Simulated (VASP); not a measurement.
# KF (Carobbiite) (Fm-3m) in VASP: further runs

The runs below take KF (Carobbiite) through phonons, dielectric tensor, with LDA.

Program: VASP 6.6.1. These are calculated values, not measurements. Logs are shortened: lines on timing, memory, paths and dates and some standing lists are left out, and cuts for length are marked.

### 1 The crystal as given

Symmetry: Fm-3m, No. 225, cubic system. Conventional cell: a = 5.169 Å, b = 5.169 Å, c = 5.169 Å, α = 90.00°, β = 90.00°, γ = 90.00°. K (site symmetry m-3m) is surrounded by 6 F at 2.58 Å. F (site symmetry m-3m) is surrounded by 6 K at 2.58 Å.

### 2 Phonons, LDA

POSCAR reads:

```
KF
1.0
   -0.0000000000      2.5842770463      2.5842770463
    2.5842770463      0.0000000000      2.5842770463
    2.5842770463      2.5842770463     -0.0000000000
  K               F
     1     1
Direct
     0.0000000000000000    0.0000000000000000    0.0000000000000000
     0.5000000000000000    0.5000000000000000    0.5000000000000000
```

INCAR.step1 reads:

```
ALGO = Fast ; EDIFF = 1E-8
EDIFFG = -0.002 ; ENCUT = 600
IBRION = 2 ; ISIF = 3
ISMEAR = 0 ; LASPH = True
LCHARG = False ; LREAL = False
LWAVE = False ; NELM = 80
NSW = 40 ; PREC = Accurate
PSTRESS = 15.0 ; SIGMA = 0.03
```

INCAR.step2 reads:

```
ALGO = Fast ; EDIFF = 1E-8
ENCUT = 600 ; IBRION = 6
ISIF = 2 ; ISMEAR = 0
LASPH = True ; LCHARG = False
LREAL = False ; LWAVE = False
NELM = 80 ; NFREE = 2
NSW = 1 ; POTIM = 0.015
PREC = Accurate ; PSTRESS = 15.0
SIGMA = 0.03
```

KPOINTS reads:

```
k-points
0
Gamma
  10 10 10
```

Potentials or basis: VASP PAW LDA potentials, release 64 (K_sv, F).

Started as:

```
> cat potpaw_LDA.64/K_sv/POTCAR potpaw_LDA.64/F/POTCAR > POTCAR
> cp INCAR.step1 INCAR
> mpirun -np 1 vasp_std > vasp.out
> cp CONTCAR POSCAR
> cp INCAR.step2 INCAR
> mpirun -np 1 vasp_std > vasp.out
```

OUTCAR:

```text
EDIFF = 1E-8
   ENCUT = 600
   IBRION = 6
   ISIF = 2
   ISMEAR = 0
   LASPH = True
   LREAL = False
   NELM = 80
   NFREE = 2
   NSW = 1
   POTIM = 0.015
   PREC = Accurate
   PSTRESS = 15.0

 ion  position               nearest neighbor table
   1  0.000  0.000  0.000-   2 2.56   2 2.56   2 2.56   2 2.56   2 2.56   2 2.56
   2  0.500  0.500  0.500-   1 2.56   1 2.56   1 2.56   1 2.56   1 2.56   1 2.56

  LATTYP: Found a face centered cubic cell.
 ALAT       =     5.1145611068

  Lattice vectors:

 A1 = (   0.0000000000,   2.5572805534,   2.5572805534)
 A2 = (   2.5572805534,   0.0000000000,   2.5572805534)
 A3 = (   2.5572805534,   2.5572805534,   0.0000000000)

Analysis of symmetry for initial positions (statically):
=====================================================================
 Subroutine PRICEL returns:
 Original cell was already a primitive cell.

 Routine SETGRP: Setting up the symmetry group for a
 face centered cubic supercell.

 Subroutine GETGRP returns: Found 48 space group operations
 (whereof 48 operations were pure point group operations)
 out of a pool of 48 trial point group operations.

The static configuration has the point symmetry O_h .

Analysis of symmetry for dynamics (positions and initial velocities):
=====================================================================
 Subroutine PRICEL returns:
 Original cell was already a primitive cell.

 Routine SETGRP: Setting up the symmetry group for a
 face centered cubic supercell.

 Subroutine GETGRP returns: Found 48 space group operations
 (whereof 48 operations were pure point group operations)
 out of a pool of 48 trial point group operations.

The dynamic configuration has the point symmetry O_h .

 Subroutine INISYM returns: Found 48 space group operations
 (whereof 48 operations are pure point group operations),
 and found     1 'primitive' translations

----------------------------------------------------------------------------------------

                                     Primitive cell

  volume of cell :      33.4476

  direct lattice vectors                    reciprocal lattice vectors
     0.000000000  2.557280553  2.557280553    -0.195520198  0.195520198  0.195520198
     2.557280553  0.000000000  2.557280553     0.195520198 -0.195520198  0.195520198
     2.557280553  2.557280553  0.000000000     0.195520198  0.195520198 -0.195520198

  length of vectors
     3.616540841  3.616540841  3.616540841     0.338650917  0.338650917  0.338650917

  position of ions in fractional coordinates (direct lattice)
     0.000000000  0.000000000  0.000000000
     0.500000000  0.500000000  0.500000000

  ion indices of the primitive-cell ions
   primitive index   ion index
                 1           1
                 2           2

----------------------------------------------------------------------------------------

 KPOINTS: k-points

Automatic generation of k-mesh.
 Grid dimensions read from file:
 generate k-points for:   10   10   10

 Generating k-lattice:

  Cartesian coordinates                     Fractional coordinates (reciprocal lattice)
    -0.019552020  0.019552020  0.019552020     0.100000000  0.000000000  0.000000000
     0.019552020 -0.019552020  0.019552020     0.000000000  0.100000000  0.000000000
     0.019552020  0.019552020 -0.019552020     0.000000000  0.000000000  0.100000000

  Length of vectors
     0.033865092  0.033865092  0.033865092

  Shift w.r.t. Gamma in fractional coordinates (k-lattice)
     0.000000000  0.000000000  0.000000000

 Subroutine IBZKPT returns following result:
 ===========================================

 Found     47 irreducible k-points:

 Following reciprocal coordinates:
            Coordinates               Weight
  0.000000  0.000000  0.000000      1.000000
  0.100000  0.000000  0.000000      8.000000
  0.200000  0.000000  0.000000      8.000000
  0.300000  0.000000  0.000000      8.000000
  0.400000  0.000000  0.000000      8.000000
  0.500000  0.000000  0.000000      4.000000
[... 16 lines left out ...]
  0.300000  0.300000  0.000000      6.000000
  0.400000  0.300000  0.000000     24.000000
 [... further k-points ...]
   k-points           NKPTS =     47   k-points in BZ     NKDIM =     47   number of bands    NBANDS=     12
   number of dos      NEDOS =    301   number of ions     NIONS =      2
   total plane-waves  NPLWV =  27000
   dimension x,y,z NGX =    30 NGY =   30 NGZ =   30
   dimension x,y,z NGXF=    60 NGYF=   60 NGZF=   60
   ions per type =               1   1
   NGX,Y,Z   is equivalent  to a cutoff of  13.79, 13.79, 13.79 a.u.
   NGXF,Y,Z  is equivalent  to a cutoff of  27.58, 27.58, 27.58 a.u.
 SYSTEM =  unknown system
   PREC   = accura    normal or accurate (medium, high low for compatibility)
   ISTART =      0    job   : 0-new  1-cont  2-samecut
   ICHARG =      2    charge: 1-file 2-atom 10-const
   ISPIN  =      1    spin polarized calculation?
   LNONCOLLINEAR =      F non collinear calculations
   LSORBIT =      F    spin-orbit coupling
   LASPH  =      T    aspherical Exc in radial PAW
   ENCUT  =  600.0 eV  44.10 Ry    6.64 a.u.   7.22  7.22  7.22*2*pi/ulx,y,z
   NELM   =     80;   NELMIN=  2; NELMDL=  0     # of ELM steps
   EDIFF  = 0.1E-07   stopping-criterion for ELM
   LREAL  =      F    real-space projection
   EDIFFG = 0.1E-06   stopping-criterion for IOM
   NSW    =     61    number of steps for IOM
   IBRION =      6    ionic relax: 0-MD 1-quasi-New 2-CG
   NFREE  =      2    steps in history (QN), initial steepest desc. (CG)
   ISIF   =      2    stress and relaxation
   ISYM   =      2    0-nonsym 1-usesym 2-fastsym
   POTIM  = 0.0150    time-step for ionic-motion
   TEBEG  =    0.0;   TEEND  =   0.0 temperature during run
   PSTRESS=   15.0 pullay stress
   NELECT =      16.0000    total number of electrons
   NUPDOWN=      -1.0000    fix difference up-down
   EMIN   =  10.00;   EMAX   =-10.00  energy-range for DOS
   EFERMI =   0.00;   METHOD = LEGACY
   ISMEAR =     0;   SIGMA  =   0.03  broadening in eV -4-tet -1-fermi 0-gaus
   EFERMI_NEDOS =   21; number of points for ismear=-14 and -15
   IALGO  =     68    algorithm
   IMIX   =      4    mixing-type and parameters
     AMIX     =   0.40;   BMIX     =  1.00
     AMIX_MAG =   1.60;   BMIX_MAG =  1.00
  volume/ion in A,a.u.               =      16.72       112.86
  Fermi-wavevector in a.u.,A,eV,Ry     =   1.280343  2.419498 22.303746  1.639279
  Thomas-Fermi vector in A             =   2.412777
   LORBIT       =      0    0 simple, 1 ext, 2 COOP (PROOUT), +10 PAW based schemes
   GGA     = CA    functional components
   LHFCALC =     F    Hartree Fock is set to
   AEXX    =    0.0000 exact exchange contribution
   IVDW    =     0    specifies the selected vdW correction
   LEPSILON=     F    determine dielectric tensor
   LRPA    =     F    only Hartree local field effects (RPA)
 finite differences with symmetry
 non-spin polarized calculation
 RMM-DIIS sequential band-by-band and
 Gauss-broadening in eV      SIGMA  =   0.03
  energy-cutoff  :      600.00
  volume of cell :       33.45
 maximum number of plane-waves:      1139
 NGX is ok and might be reduce to    30
   NGX = 15   NGY = 15   NGZ = 15

--------------------------------------- Ionic step        1  -------------------------------------------

 number of electron      15.9999994 magnetization

 Free energy of the ion-electron system (eV)
  ---------------------------------------------------
  ext. energy  EPLUGINS =         0.00000000
  ---------------------------------------------------
  free energy    TOTEN  =        -9.06681818 eV

  energy without entropy =       -9.06681818  energy(sigma->0) =       -9.06681818

------------------------ aborting loop because EDIFF is reached ----------------------------------------

  FORCE on cell =-STRESS in cart. coord.  units (eV):
  Direction    XX          YY          ZZ          XY          YZ          ZX
  --------------------------------------------------------------------------------------
  -------------------------------------------------------------------------------------
  Total        0.3205450      0.3205450      0.3205450     -0.0000000     -0.0000000      0.0000000
  in kB       15.3544555     15.3544555     15.3544555     -0.0000000     -0.0000000      0.0000000
  external PRESSURE =       0.3544555 kB  Pullay stress =      15.0000000 kB
[... 137 lines left out ...]
  enthalpy is  TOTEN    =        -8.7533955447 eV   P V=        0.3131452299

--------------------------------------- Ionic step        5  -------------------------------------------

 number of electron      15.9999998 magnetization

 Free energy of the ion-electron system (eV)
  ---------------------------------------------------
  ext. energy  EPLUGINS =         0.00000000
  ---------------------------------------------------
  free energy    TOTEN  =        -9.06654077 eV

  energy without entropy =       -9.06654077  energy(sigma->0) =       -9.06654077

 E-fermi :  -2.6230     XC(G=0):  -9.7498

 val. band max:       -2.8331334091   @ k =   0.0000   0.0000   0.0000
 cond. band min:       3.6802068382   @ k =   0.0000   0.0000   0.0000
 fundamental gap:      6.5133402473
 Fermi energy:        -2.6229917381

 k-point     1 :       0.0000    0.0000    0.0000
  band No.  band energies     occupation
      1     -28.1547      2.00000
      2     -21.1155      2.00000
      3     -11.4947      2.00000
      4     -11.4946      2.00000
      5     -11.4946      2.00000
      6      -2.8333      2.00000
      7      -2.8333      2.00000
      8      -2.8331      2.00000
      9       3.6802      0.00000
     10       8.0133      0.00000
     11       8.0137      0.00000
     12       8.0137      0.00000
[... 331 lines left out ...]
 k-point    24 :       0.4000    0.3000    0.0000
  band No.  band energies     occupation
      1     -27.9641      2.00000
      2     -21.2160      2.00000
      3     -12.0652      2.00000
      4     -11.7692      2.00000
      5     -11.7514      2.00000
      6      -3.2787      2.00000
      7      -2.9311      2.00000
      8      -2.9037      2.00000
      9       5.6924      0.00000
     10       6.9943      0.00000
     11       9.8635      0.00000
     12      10.7823      0.00000

 [... further k-points ...]

------------------------ aborting loop because EDIFF is reached ----------------------------------------

  FORCE on cell =-STRESS in cart. coord.  units (eV):
  Direction    XX          YY          ZZ          XY          YZ          ZX
  --------------------------------------------------------------------------------------
  -------------------------------------------------------------------------------------
  Total        0.3241033      0.3197441      0.3197441      0.0000000      0.0000000      0.0000000
  in kB       15.5249057     15.3160943     15.3160943      0.0000000      0.0000000      0.0000000
  external PRESSURE =       0.3856981 kB  Pullay stress =      15.0000000 kB
[... 17 lines left out ...]
  FREE ENERGIE OF THE ION-ELECTRON SYSTEM (eV)
  ---------------------------------------------------
  free  energy   TOTEN  =        -9.0665407742 eV

  energy  without entropy=       -9.0665407742  energy(sigma->0) =       -9.06654077

  enthalpy is  TOTEN    =        -8.7533955442 eV   P V=        0.3131452299

 INTERNAL STRAIN TENSORS FROM DISPLACED ATOMS
 ============================================

 INTERNAL STRAIN TENSOR FOR ION    1 for displacements in x,y,z  (eV/Angst):
          X           Y           Z          XY          YZ          ZX
  --------------------------------------------------------------------------------
  x     0.00000     0.00000     0.00000     0.00000     0.00000     0.00000
  y     0.00000     0.00000     0.00000     0.00000     0.00000     0.00000
  z     0.00000     0.00000     0.00000     0.00000     0.00000     0.00000

 INTERNAL STRAIN TENSOR FOR ION    2 for displacements in x,y,z  (eV/Angst):
          X           Y           Z          XY          YZ          ZX
  --------------------------------------------------------------------------------
  x     0.00000     0.00000     0.00000     0.00000     0.00000     0.00000
  y     0.00000     0.00000     0.00000     0.00000     0.00000     0.00000
  z     0.00000     0.00000     0.00000     0.00000     0.00000     0.00000

 Eigenvectors and eigenvalues of the dynamical matrix
 ----------------------------------------------------

   1 f  =    6.915847 THz    43.453547 2PiTHz  230.687820 cm-1    28.601632 meV
             X         Y         Z           dx          dy          dz
      0.000000  0.000000  0.000000    -0.570916    0.016779    0.000738
      2.557281  2.557281  2.557281     0.820482   -0.024113   -0.001060

   2 f  =    6.915847 THz    43.453547 2PiTHz  230.687820 cm-1    28.601632 meV
             X         Y         Z           dx          dy          dz
      0.000000  0.000000  0.000000    -0.003937   -0.109322   -0.560589
      2.557281  2.557281  2.557281     0.005658    0.157111    0.805641
[... 11 lines left out ...]
   5 f/i=    0.005779 THz     0.036309 2PiTHz    0.192760 cm-1     0.023899 meV
             X         Y         Z           dx          dy          dz
      0.000000  0.000000  0.000000     0.263098   -0.439699    0.641262
      2.557281  2.557281  2.557281     0.183071   -0.305956    0.446209

   6 f/i=    0.005779 THz     0.036309 2PiTHz    0.192760 cm-1     0.023899 meV
             X         Y         Z           dx          dy          dz
      0.000000  0.000000  0.000000    -0.195989    0.617616    0.503897
      2.557281  2.557281  2.557281    -0.136375    0.429756    0.350626

 ELASTIC MODULI CONTR FROM IONIC RELAXATION (kBar)
 Direction    XX          YY          ZZ          XY          YZ          ZX
 --------------------------------------------------------------------------------
 XX           0.0000      0.0000      0.0000      0.0000      0.0000      0.0000
 YY           0.0000      0.0000      0.0000      0.0000      0.0000      0.0000
 ZZ           0.0000      0.0000      0.0000      0.0000      0.0000      0.0000
 XY           0.0000      0.0000      0.0000      0.0000      0.0000      0.0000
 YZ           0.0000      0.0000      0.0000      0.0000      0.0000      0.0000
 ZX           0.0000      0.0000      0.0000      0.0000      0.0000      0.0000
 --------------------------------------------------------------------------------
```

Wall time 4.5 min (1 thread of Intel Xeon 6975P-C (Granite Rapids), shared host); peak memory 0.22 GiB.

Results:

- Relaxed volume: 16.72 Å³/atom
- Relaxed cell: a = 3.617 Å, b = 3.617 Å, c = 3.617 Å, α = 60.00°, β = 60.00°, γ = 60.00°
- Space group after relaxing (to 0.05 Å): Fm-3m (No. 225)
- Highest phonon frequency at Γ, LO-TO splitting left out: 231 cm⁻¹

Step by step:
| step | energy change (eV) | largest force (eV/Å) | pressure (GPa) | volume (Å³) |
| --- | --- | --- | --- | --- |
| 1 | 0.0000 | 0.0000 | 0.00 | 34.52 |
| 2 | 0.0028 | 0.0000 | 1.11 | 33.72 |
| 3 | 0.0050 | 0.0000 | 1.51 | 33.45 |

Final structure:
```xyz
2
Lattice="0.0000 2.5573 2.5573 2.5573 0.0000 2.5573 2.5573 2.5573 0.0000" Properties=species:S:1:pos:R:3 pbc="T T T"
K     0.0000    0.0000    0.0000
F     2.5573    2.5573    2.5573
```

Phonon frequencies in cm⁻¹ (negative: imaginary):
```tsv
q point	frequencies
(0.000, 0.000, 0.000)	0 0 0 231 231 231
```

### 3 Dielectric tensor, LDA

This run uses another cell than the first one, of 16.72 Å³/atom, 0.969 times its volume.

INCAR reads:

```
ALGO = Fast ; EDIFF = 1E-8
ENCUT = 600 ; ISIF = 2
ISMEAR = 0 ; LASPH = True
LCHARG = False ; LEPSILON = True
LREAL = False ; LWAVE = False
NELM = 80 ; PREC = Accurate
SIGMA = 0.03
```

KPOINTS reads:

```
k-points
0
Monkhorst-Pack
  14 14 14
```

POSCAR reads:

```
KF                                      
1.0
   -0.0000000000      2.5572805534      2.5572805534
    2.5572805534      0.0000000000      2.5572805534
    2.5572805534      2.5572805534      0.0000000000
  K               F             
     1     1
Direct
     0.0000000000000000    0.0000000000000000    0.0000000000000000
     0.5000000000000000    0.5000000000000000    0.5000000000000000
```

Potentials or basis: VASP PAW LDA potentials, release 64 (K_sv, F).

Started as:

```
> cat potpaw_LDA.64/K_sv/POTCAR potpaw_LDA.64/F/POTCAR > POTCAR
> mpirun -np 1 vasp_std > vasp.out
```

OUTCAR:

```text
EDIFF = 1E-8
   ENCUT = 600
   ISIF = 2
   ISMEAR = 0
   LASPH = True
   LEPSILON = True
   LREAL = False
   NELM = 80
   PREC = Accurate

 ion  position               nearest neighbor table
   1  0.000  0.000  0.000-   2 2.56   2 2.56   2 2.56   2 2.56   2 2.56   2 2.56
   2  0.500  0.500  0.500-   1 2.56   1 2.56   1 2.56   1 2.56   1 2.56   1 2.56

  LATTYP: Found a face centered cubic cell.
 ALAT       =     5.1145611068

  Lattice vectors:

 A1 = (   0.0000000000,   2.5572805534,   2.5572805534)
 A2 = (   2.5572805534,   0.0000000000,   2.5572805534)
 A3 = (   2.5572805534,   2.5572805534,   0.0000000000)

Analysis of symmetry for initial positions (statically):
=====================================================================
[... 609 lines left out ...]
     0.00000 -0.00003 -0.00000
    -0.00000  0.00000 -0.00006

 MACROSCOPIC STATIC DIELECTRIC TENSOR (including local field effects in DFT)
 ------------------------------------------------------
           2.117222    -0.000000     0.000000
          -0.000000     2.117222    -0.000000
           0.000000     0.000000     2.117222
 ------------------------------------------------------

 PIEZOELECTRIC TENSOR (including local field effects)  for field in x, y, z        (e  Angst)
          XX          YY          ZZ          XY          YZ          ZX
  --------------------------------------------------------------------------------
  x     0.00000     0.00000     0.00000     0.00000     0.00000     0.00000
  y     0.00000     0.00000     0.00000     0.00000     0.00000     0.00000
  z     0.00000     0.00000     0.00000     0.00000     0.00000     0.00000

 PIEZOELECTRIC TENSOR (including local field effects)  for field in x, y, z        (C/m^2)
          XX          YY          ZZ          XY          YZ          ZX
  --------------------------------------------------------------------------------
  x     0.00000     0.00000     0.00000     0.00000     0.00000     0.00000
  y     0.00000     0.00000     0.00000     0.00000     0.00000     0.00000
  z     0.00000     0.00000     0.00000     0.00000     0.00000     0.00000

 BORN EFFECTIVE CHARGES (including local field effects) (in |e|, cummulative output)
 ---------------------------------------------------------------------------------
 ion    1
    1     1.15419    -0.00000     0.00000
    2     0.00000     1.15419     0.00000
    3     0.00000     0.00000     1.15419
 ion    2
    1    -1.15419     0.00000     0.00000
    2    -0.00000    -1.15419     0.00000
    3     0.00000     0.00000    -1.15419
```

stdout:

```text
[... 52 lines left out ...]
```

It took 32 min on 1 thread of Intel Xeon 6975P-C (Granite Rapids), shared host; peak memory 0.89 GiB.

Results:

```yaml
Electronic_dielectric_tensor_diagonal: 2.12
Born_charges_mean_of_the_diagonal: K +1.15; F -1.15 e
```

Electronic dielectric tensor:
```
2.12 0.00 0.00
0.00 2.12 0.00
0.00 0.00 2.12
```

Born effective charge tensors (e):
atom 1, K
```
1.15 0.00 0.00
0.00 1.15 0.00
0.00 0.00 1.15
```
atom 2, F
```
-1.15  0.00  0.00
 0.00 -1.15  0.00
 0.00  0.00 -1.15
```
